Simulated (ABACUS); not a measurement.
# Sb (R-3m) in ABACUS: reference runs

Aim: a first look at Sb with PBEsol, on the cell as given and on a disturbed one.

Everything below comes from runs of ABACUS 3.10.1. Logs are shortened: lines on timing, memory, paths and dates and some standing lists are left out, and cuts for length are marked.

## Step 1: Starting point

It takes space group R-3m (No. 166, trigonal). The conventional cell has a = 4.308 Å, b = 4.308 Å, c = 11.274 Å, α = 90.00°, β = 90.00°, γ = 120.00°. Around Sb (site symmetry 3m) lie 3 Sb at 2.91 Å.

## Step 2: Single point, PBEsol

The input, INPUT:

```
INPUT_PARAMETERS
suffix              Sb
calculation         scf
basis_type          pw
pseudo_dir          ./
symmetry            1
dft_functional      pbesol
ecutwfc             81
pseudo_rcut         7
nspin               1
nbands              19
ks_solver           dav
smearing_method     fd
smearing_sigma      0.00367493
scf_thr             1e-08
scf_nmax            100
mixing_type         broyden
mixing_beta         0.7
cal_force           1
cal_stress          1
out_chg             1
out_pot             2
out_elf             1
```

The input, STRU:

```
ATOMIC_SPECIES
Sb 121.7600 Sb.upf

LATTICE_CONSTANT
1.8897261246

LATTICE_VECTORS
2.1542000000 1.2437279499 3.7580000000
-2.1542000000 1.2437279499 3.7580000000
0.0000000000 -2.4874558998 3.7580000000

ATOMIC_POSITIONS
Direct

Sb
0.0
2
0.7665100000 0.7665100000 0.7665100000 1 1 1
0.2334900000 0.2334900000 0.2334900000 1 1 1
```

The input, KPT:

```
K_POINTS
0
Gamma
8 8 8 0 0 0
```

Potentials or basis: PseudoDojo NC SR 0.4.1 PBEsol standard, plane waves.

The run is started by

```console
$ OMP_NUM_THREADS=1 mpirun -np 4 abacus > log
```

running log:

```text
ABACUS v3.10.1

               Atomic-orbital Based Ab-initio Computation at UStc

 ------------------------------------------------------------------------------------

 READING GENERAL INFORMATION
                           global_out_dir = OUT.Sb/
                           global_in_card = INPUT
                               pseudo_dir = ./
                              orbital_dir =
                                    DSIZE = 4
                                    GSIZE = 1

 READING UNITCELL INFORMATION
                                    ntype = 1
                  lattice constant (Bohr) = 1.88973
              lattice constant (Angstrom) = 1

 READING ATOM TYPE 1
                               atom label = Sb
                      L=0, number of zeta = 1
                      L=1, number of zeta = 1
                      L=2, number of zeta = 1
             number of atom for this type = 2

                        TOTAL ATOM NUMBER = 2
DIRECT COORDINATES
    atom                   x                   y                   z     mag                  vx                  vy                  vz
taud_Sb1            0.7665100000        0.7665100000        0.7665100000  0.0000        0.0000000000        0.0000000000        0.0000000000
taud_Sb2            0.2334900000        0.2334900000        0.2334900000  0.0000        0.0000000000        0.0000000000        0.0000000000

                          Volume (Bohr^3) = 407.677
                             Volume (A^3) = 60.4114

 Lattice vectors: (Cartesian coordinate: in unit of a_0)
              +2.1542            +1.24373              +3.758
              -2.1542            +1.24373              +3.758
                   +0            -2.48746              +3.758
 Reciprocal vectors: (Cartesian coordinate: in unit of 2 pi/a_0)
            +0.232105           +0.134006          +0.0886997
            -0.232105           +0.134006          +0.0886997
                   +0           -0.268011          +0.0886997
 The esolver type has been set to : ksdft_pw

                PAO radial cut off (Bohr) = 7

 Read in pseudopotential file is Sb.upf
                     pseudopotential type = NC
          exchange-correlation functional = PBESOL
                 nonlocal core correction = 1
                        valence electrons = 15
                                     lmax = 2
                           number of zeta = 3
                     number of projectors = 6
                           L of projector = 0
                           L of projector = 0
                           L of projector = 1
                           L of projector = 1
                           L of projector = 2
                           L of projector = 2
     initial pseudo atomic orbital number = 18

 SETUP THE ELECTRONS NUMBER
            electron number of element Sb = 15
      total electron number of element Sb = 30
            AUTOSET number of electrons:  = 30
                           occupied bands = 15
                                   NBANDS = 19
                                   NLOCAL = 18

%%%%%%%%%%%%%%%%%%%%%%%%%%%%%%%%%%%%%%%%%%%%%%%%%%%%%%%%%%%%%%%%%%%%%%%%%%%%%%%%%%%%%%%%%%%%%%%%%%%%%%%%%%
 Warning: the number of valence electrons in pseudopotential > 5 for Sb: [Kr] 4d10 5s2 5p3
 Pseudopotentials with additional electrons can yield (more) accurate outcomes, but may be less efficient.
 If you're confident that your chosen pseudopotential is appropriate, you can safely ignore this warning.
%%%%%%%%%%%%%%%%%%%%%%%%%%%%%%%%%%%%%%%%%%%%%%%%%%%%%%%%%%%%%%%%%%%%%%%%%%%%%%%%%%%%%%%%%%%%%%%%%%%%%%%%%%

 SETUP THE PLANE WAVE BASIS
 energy cutoff for charge/potential (unit:Ry) = 324
            fft grid for charge/potential = [ 50, 50, 50 ]
                        fft grid division = [ 1, 1, 1 ]
        big fft grid for charge/potential = [ 50, 50, 50 ]
                                     nbxx = 32500
                                     nrxx = 32500

 SETUP PLANE WAVES FOR CHARGE/POTENTIAL
                    number of plane waves = 40217
                         number of sticks = 1577

 PARALLEL PW FOR CHARGE/POTENTIAL
     PROC   COLUMNS(POT)             PW
        1            394          10054
        2            394          10054
        3            394          10054
        4            395          10055
 --------------- sum -------------------
        4           1577          40217
                            number of |g| = 2712
                                  max |g| = 29.3033
                                  min |g| = 0.0708087

----------- Double Check Mixing Parameters Begin ------------
mixing_type: broyden
mixing_beta: 0.7
mixing_gg0: 1
mixing_gg0_min: 0.1
mixing_ndim: 8
----------- Double Check Mixing Parameters End ------------

 LATTICE VECTORS: (CARTESIAN COORDINATE: IN UNIT OF A0)
              +2.1542            +1.24373              +3.758
              -2.1542            +1.24373              +3.758
[... 40 lines left out ...]
               POINT GROUP IN SPACE GROUP = D_3d

 SETUP K-POINTS
                                    nspin = 1
                   Input type of k points = Monkhorst-Pack(Gamma)
                                   nkstot = 512
                       right hand lattice = 1
(for reciprocal lattice: )
                             BRAVAIS TYPE = 7
                     BRAVAIS LATTICE NAME = 07. Rhombohedral (Trigonal) cell
                                    ibrav = 7
                       right hand lattice = 1
(for k-lattice: )
                             BRAVAIS TYPE = 7
                     BRAVAIS LATTICE NAME = 07. Rhombohedral (Trigonal) cell
                                    ibrav = 7
                       right hand lattice = 1
                        ROTATION MATRICES = 12
                               nkstot_ibz = 65
K-POINTS REDUCTION ACCORDING TO SYMMETRY
     IBZ    DIRECT_X    DIRECT_Y    DIRECT_Z  WEIGHT  ibz2bz
       1  0.00000000  0.00000000  0.00000000  0.0020       0
       2  0.12500000  0.00000000  0.00000000  0.0117       1
       3  0.25000000  0.00000000  0.00000000  0.0117       2
       4  0.37500000  0.00000000  0.00000000  0.0117       3
       5  0.50000000  0.00000000  0.00000000  0.0059       4
       6  0.12500000  0.12500000  0.00000000  0.0117       9
[... 22 lines left out ...]
      29  0.25000000  0.25000000  0.12500000  0.0117      82
      30  0.37500000  0.25000000  0.12500000  0.0234      83
[... 35 further k points ...]

                               nkstot now = 65
[... K-POINTS DIRECT COORDINATES: 65 rows ...]

           k-point number in this process = 65
       minimum distributed K point number = 65
[... stars of the k points ...]

[... K-POINTS CARTESIAN COORDINATES: 65 rows ...]

[... K-POINTS DIRECT COORDINATES: 65 rows ...]

 SETUP PLANE WAVES FOR WAVE FUNCTIONS
     energy cutoff for wavefunc (unit:Ry) = 81
              fft grid for wave functions = [ 50, 50, 50 ]
                    number of plane waves = 6407
                         number of sticks = 467

 PARALLEL PW FOR WAVE FUNCTIONS
     PROC   COLUMNS(POT)             PW
        1            117           1602
        2            117           1602
        3            117           1602
        4            116           1601
 --------------- sum -------------------
        4            467           6407

 SETUP NONLOCAL PSEUDOPOTENTIALS IN PLANE WAVE BASIS
 Sb non-local projectors:
 projector 1 L=0
 projector 2 L=0
 projector 3 L=1
 projector 4 L=1
 projector 5 L=2
 projector 6 L=2
      TOTAL NUMBER OF NONLOCAL PROJECTORS = 36

 Init Non-Local PseudoPotential table :
 Init Non-Local-Pseudopotential done.

                                     npwx = 1274

 Make real space PAO into reciprocal space.
       max mesh points in Pseudopotential = 701
     dq(describe PAO in reciprocal space) = 0.01
                                    max q = 1084

 number of pseudo atomic orbitals for Sb is 3
WARNING: norm of atomic wavefunction # 2 of atomic type Sb is 0.999934, renormalized
WARNING: norm of atomic wavefunction # 3 of atomic type Sb is 0.99707, renormalized

 -------------------------------------------
 SELF-CONSISTENT
 -------------------------------------------
                                 init_chg = atomic

 PW ALGORITHM --------------- ION=   1  ELEC=   1--------------------------------
 Notice: Threshold on eigenvalues was too large.
 hsover_error=0.3 > DRHO=0.00891556
 Origin diag ethr = 0.01
 New diag ethr = 2.97185e-05

 Density error is 0.00893760469916
                          Error Threshold = 2.97185222886e-05
----------------------------------------------------------
     Energy           Rydberg                 eV
----------------------------------------------------------
 E_KohnSham     -363.1318326654      -4940.6620494326
 E_Harris       -363.7251303540      -4948.7342786066
 E_Fermi        0.7678184629         10.4467061251
----------------------------------------------------------
[... 51 lines left out ...]
 Density error is 5.74545885976e-09
                          Error Threshold = 4.73752909436e-10
----------------------------------------------------------
     Energy           Rydberg                 eV
----------------------------------------------------------
 E_KohnSham     -363.1324277410      -4940.6701458508
 E_KS(sigma->0) -363.1323217027      -4940.6687031263
 E_Harris       -363.1319191134      -4940.6632256178
 E_band         -24.1709850933       -328.8631235418
 E_one_elec     -145.9528415458      -1985.7902843135
 E_Hartree      88.5577137494        1204.8895088442
 E_xc           -90.0281176790       -1224.8953806495
 E_Ewald        -215.7089701890      -2934.8711042829
 E_entropy(-TS) -0.0002120765        -0.0028854490
 E_descf        0.0000000000         0.0000000000
 E_exx          0.0000000000         0.0000000000
 E_Fermi        0.7673406044         10.4402045271
----------------------------------------------------------

 charge density convergence is achieved
 final etot is -4940.6701459 eV
 EFERMI = 10.440204527 eV
The vacuum level is 8.6158851943 eV

 STATE ENERGY(eV) AND OCCUPATIONS    NSPIN == 1
 1/65 kpoint (Cartesian) = 0.0000 0.0000 0.0000 (1251 pws)
       1       -19.0242     0.00390625
       2       -19.0242     0.00390625
       3       -18.9356     0.00390625
       4       -18.9356     0.00390625
       5       -18.9128     0.00390625
       6       -18.8217     0.00390625
[... 104 lines left out ...]
       6       -18.8278      0.0234375
[... 11 lines left out ...]
      18        13.3999    4.59420e-28
      19        14.8248    1.93063e-40

[... levels at 59 further k points ...]

------------------------------------------------------------------------------------------
 TOTAL-FORCE (eV/Angstrom)
------------------------------------------------------------------------------------------
                       Sb1         0.0000000000         0.0000000000        -0.1283695602
                       Sb2         0.0000000000         0.0000000000         0.1283695602
------------------------------------------------------------------------------------------

----------------------------------------------------------------
 TOTAL-STRESS (KBAR)
----------------------------------------------------------------
         2.1872757452        -0.0000000000         0.0000000000
         0.0000000000         2.1872757451         0.0000000000
        -0.0000000000        -0.0000000000        -3.9059540901
----------------------------------------------------------------
 TOTAL-PRESSURE: 0.156199 KBAR

 --------------------------------------------
 !FINAL_ETOT_IS -4940.6701458508232463 eV
 --------------------------------------------
```

It took 17 s on 4 MPI ranks of Intel Xeon 6975P-C (Granite Rapids), shared host; peak memory 0.32 GiB.

Results:

| Quantity | Value |
| --- | --- |
| Free energy | -4940.6701 eV |
| Pressure | 0.0 GPa |
| Largest force | 0.128 eV/Å |
| Band gap on the k mesh | none (metal or under the smearing width) |

Forces on the atoms (eV/Å):
```
Sb   0.000  0.000 -0.128
Sb   0.000  0.000  0.128
```

Stress tensor (GPa, compression positive):
```
 0.22  0.00  0.00
 0.00  0.22  0.00
 0.00  0.00 -0.39
```

Levels at points of the mesh, in eV from the Fermi level:
```csv
k point,band 11,band 12,band 13,band 14,band 15,band 16,band 17,band 18,band 19
"(0.00, 0.00, 0.00)",-12.81,-4.92,-2.12,-1.85,-1.85,2.02,2.64,2.64,5.06
"(0.50, 0.00, 0.00)",-10.45,-9.72,-1.99,-1.88,-0.36,-0.31,0.08,0.42,7.53
"(0.50, 0.50, 0.00)",-10.43,-8.08,-5.52,-3.82,-3.72,1.42,4.87,5.44,6.84
"(0.50, 0.50, 0.50)",-11.27,-9.07,-1.37,-1.37,-0.58,0.06,0.06,1.02,6.94
```

## Step 3: Single point, PBEsol (atoms moved at random, drawn with an rms of 0.05 Å)

Edit INPUT of step 2 so:

```diff
@@ -20,4 +20,2 @@
 cal_stress          1
-out_chg             1
-out_pot             2
-out_elf             1
+kpar                4
```

Edit STRU of step 2 so:

```diff
@@ -17,3 +17,3 @@
 2
-0.7665100000 0.7665100000 0.7665100000 1 1 1
-0.2334900000 0.2334900000 0.2334900000 1 1 1
+0.7676430000 0.7550740000 0.7647910000 1 1 1
+0.2500380000 0.2274410000 0.2223170000 1 1 1
```

KPT is that of step 2.

Potentials or basis: PseudoDojo NC SR 0.4.1 PBEsol standard, plane waves.

The run is started by

```console
$ OMP_NUM_THREADS=1 mpirun -np 4 abacus > log
```

running log:

```text
ABACUS v3.10.1

               Atomic-orbital Based Ab-initio Computation at UStc

 ------------------------------------------------------------------------------------

 READING GENERAL INFORMATION
                           global_out_dir = OUT.Sb/
                           global_in_card = INPUT
                               pseudo_dir = ./
                              orbital_dir =
                                    DSIZE = 4
                                    GSIZE = 1

 READING UNITCELL INFORMATION
                                    ntype = 1
                  lattice constant (Bohr) = 1.88973
              lattice constant (Angstrom) = 1

 READING ATOM TYPE 1
                               atom label = Sb
                      L=0, number of zeta = 1
                      L=1, number of zeta = 1
                      L=2, number of zeta = 1
             number of atom for this type = 2

                        TOTAL ATOM NUMBER = 2
DIRECT COORDINATES
    atom                   x                   y                   z     mag                  vx                  vy                  vz
taud_Sb1            0.7676430000        0.7550740000        0.7647910000  0.0000        0.0000000000        0.0000000000        0.0000000000
taud_Sb2            0.2500380000        0.2274410000        0.2223170000  0.0000        0.0000000000        0.0000000000        0.0000000000

                          Volume (Bohr^3) = 407.677
                             Volume (A^3) = 60.4114

 Lattice vectors: (Cartesian coordinate: in unit of a_0)
              +2.1542            +1.24373              +3.758
              -2.1542            +1.24373              +3.758
                   +0            -2.48746              +3.758
 Reciprocal vectors: (Cartesian coordinate: in unit of 2 pi/a_0)
            +0.232105           +0.134006          +0.0886997
            -0.232105           +0.134006          +0.0886997
                   +0           -0.268011          +0.0886997
 The esolver type has been set to : ksdft_pw

                PAO radial cut off (Bohr) = 7

 Read in pseudopotential file is Sb.upf
[... 194 lines left out ...]
 SELF-CONSISTENT
 -------------------------------------------
                                 init_chg = atomic

 PW ALGORITHM --------------- ION=   1  ELEC=   1--------------------------------

 Notice: Threshold on eigenvalues was too large.
 hsover_error=0.3 > DRHO=0.00856529
 Origin diag ethr = 0.01
 New diag ethr = 2.8551e-05

 Density error is 0.00858801012029
                          Error Threshold = 2.85509505354e-05
----------------------------------------------------------
     Energy           Rydberg                 eV
----------------------------------------------------------
 E_KohnSham     -363.1317432313      -4940.6608326181
 E_Harris       -363.7518320035      -4949.0975731864
 E_Fermi        0.7651771288         10.4107689313
----------------------------------------------------------
[... 51 lines left out ...]
 Density error is 5.16169556972e-09
                          Error Threshold = 4.33860327805e-10
----------------------------------------------------------
     Energy           Rydberg                 eV
----------------------------------------------------------
 E_KohnSham     -363.1323176415      -4940.6686478697
 E_KS(sigma->0) -363.1321921085      -4940.6669399067
 E_Harris       -363.1318833837      -4940.6627394892
 E_band         -24.1648888961       -328.7801805240
 E_one_elec     -145.4555937098      -1979.0248804264
 E_Hartree      88.3075159945        1201.4853937514
 E_xc           -90.0214241209       -1224.8043101191
 E_Ewald        -215.9625647394      -2938.3214351495
 E_entropy(-TS) -0.0002510658        -0.0034159261
 E_descf        0.0000000000         0.0000000000
 E_exx          0.0000000000         0.0000000000
 E_Fermi        0.7644772382         10.4012464312
----------------------------------------------------------

 charge density convergence is achieved
 final etot is -4940.6686479 eV
 EFERMI = 10.401246431 eV

 STATE ENERGY(eV) AND OCCUPATIONS    NSPIN == 1
 1/65 kpoint (Cartesian) = 0.0000 0.0000 0.0000 (5037 pws)
       1       -19.0295     0.00390625
       2       -19.0125     0.00390625
       3       -18.9354     0.00390625
       4       -18.9336     0.00390625
       5       -18.9167     0.00390625
       6       -18.8264     0.00390625
[... 104 lines left out ...]
       6       -18.8299     0.00781250
[... 11 lines left out ...]
      18        12.7125    6.56764e-23
      19        14.9396    2.97285e-42

[... levels at 59 further k points ...]

------------------------------------------------------------------------------------------
 TOTAL-FORCE (eV/Angstrom)
------------------------------------------------------------------------------------------
                       Sb1         0.0502789542         0.0872411671         0.0413846257
                       Sb2        -0.0502789542        -0.0872411671        -0.0413846257
------------------------------------------------------------------------------------------

----------------------------------------------------------------
 TOTAL-STRESS (KBAR)
----------------------------------------------------------------
        -1.4312027213         1.2716324369        -2.3945535931
         1.2716324369        -3.3920955370        -4.6421389663
        -2.3945535931        -4.6421389663       -10.5495634795
----------------------------------------------------------------
 TOTAL-PRESSURE: -5.124287 KBAR

 --------------------------------------------
 !FINAL_ETOT_IS -4940.6686478697347411 eV
 --------------------------------------------
```

It took 59 s on 4 MPI ranks of Intel Xeon 6975P-C (Granite Rapids), shared host; peak memory 0.84 GiB.

What came out:

| Property | Result |
| --- | --- |
| Free energy | -4940.6686 eV |
| Pressure | -0.5 GPa |
| Largest force | 0.109 eV/Å |
| Band gap on the k mesh | none (metal or under the smearing width) |

Forces on the atoms (eV/Å):
```
Sb   0.050  0.087  0.041
Sb  -0.050 -0.087 -0.041
```

Levels at points of the mesh, in eV from the Fermi level:
| k point | band 12 | band 13 | band 14 | band 15 | band 16 | band 17 | band 18 | band 19 |
| --- | --- | --- | --- | --- | --- | --- | --- | --- |
| (0.00, 0.00, 0.00) | -4.91 | -2.16 | -1.83 | -1.70 | 2.21 | 2.60 | 2.83 | 4.98 |
| (0.50, 0.00, 0.00) | -9.83 | -1.86 | -1.78 | -0.32 | -0.19 | 0.00 | 0.30 | 7.65 |
| (0.00, 0.50, 0.00) | -9.72 | -1.82 | -1.80 | -0.34 | -0.28 | 0.01 | 0.34 | 7.59 |
| (0.50, 0.50, 0.00) | -7.85 | -5.63 | -3.79 | -3.67 | 1.47 | 4.89 | 5.45 | 6.78 |
| (0.00, 0.00, 0.50) | -9.55 | -1.87 | -1.70 | -0.48 | -0.35 | 0.09 | 0.35 | 7.51 |
| (0.50, 0.00, 0.50) | -8.00 | -5.54 | -3.84 | -3.64 | 1.54 | 4.89 | 5.37 | 6.85 |
| (0.00, 0.50, 0.50) | -8.11 | -5.46 | -3.87 | -3.63 | 1.60 | 4.87 | 5.31 | 6.90 |
| (0.50, 0.50, 0.50) | -9.17 | -1.38 | -1.08 | -0.45 | -0.11 | 0.19 | 0.97 | 7.08 |
